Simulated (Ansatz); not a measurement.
# BaF2: the cost of one run

Method: DFT PBE, scalar-relativistic, plane waves, PAW, in Ansatz 0.2.0.

## Step 1: Starting point

Symmetry: Fm-3m, No. 225, cubic system. The conventional cell has a = 6.246 Å, b = 6.246 Å, c = 6.246 Å, α = 90.00°, β = 90.00°, γ = 90.00°. Around Ba (site symmetry m-3m) lie 8 F at 2.70 Å. F (site symmetry -43m) has 4 Ba at 2.70 Å as nearest neighbours.

Structure file:

```xyz
3
Lattice="0.0000 3.1231 3.1231 3.1231 0.0000 3.1231 3.1231 3.1231 0.0000" Properties=species:S:1:pos:R:3 pbc="T T T"
Ba    0.0000    0.0000    0.0000
F     4.6847    4.6847    4.6847
F     1.5616    1.5616    1.5616
```

The cell was relaxed beforehand at this level, from a distorted copy of a database structure. At a tolerance of 0.02 Å it has space group Fm-3m (No. 225); it has 20.31 Å³/atom, an uncorrected energy of -3.89 eV/atom over the elements.

## Step 2: Electronic structure at the relaxed geometry

input.yaml reads:

```yaml
crystal:
  lattice:
    - [0.0, 3.1231177238, 3.1231177238]
    - [3.1231177238, 0.0, 3.1231177238]
    - [3.1231177238, 3.1231177238, 0.0]
  atoms:
    - { symbol: Ba, position: [0.0, 0.0, 0.0] }
    - { symbol: F, position: [0.75, 0.75, 0.75] }
    - { symbol: F, position: [0.25, 0.25, 0.25] }
basis:
  ecutwfc: 420
kpoints:
  mp_grid: { grid: [6, 6, 6] }
  band_path:
    path:
      - [[0.0, 0.0, 0.0], [0.5, 0.0, 0.5], [0.625, 0.25, 0.625]]
      - [[0.375, 0.375, 0.75], [0.0, 0.0, 0.0], [0.5, 0.5, 0.5], [0.5, 0.25, 0.75], [0.5, 0.0, 0.5]]
    npoints: 14
hamiltonian:
  xc: pbe
scf:
  occupations: { method: gaussian, width: 0.02 }
  n_extra_bands: 7
output:
  forces: true
  stress: true
  eigenvalues: true
  populations: true
  dos: { projected: true, de: 0.02, nscf_kmesh: { grid: [9, 9, 9] } }
  bader: true
```

Launch:

```
> ansatz run input.yaml --threads 1 --pin off --max-ram 2560MiB --backend cpu --events-out ev --progress --plain --runs-dir out
```

**Question.** How long does this run take on 1 thread of Intel Xeon Platinum 8223CL at 3.00GHz (Skylake/Cascade Lake), shared host, and how much memory does it need?

About 19 s, with a peak of 0.36 GiB.
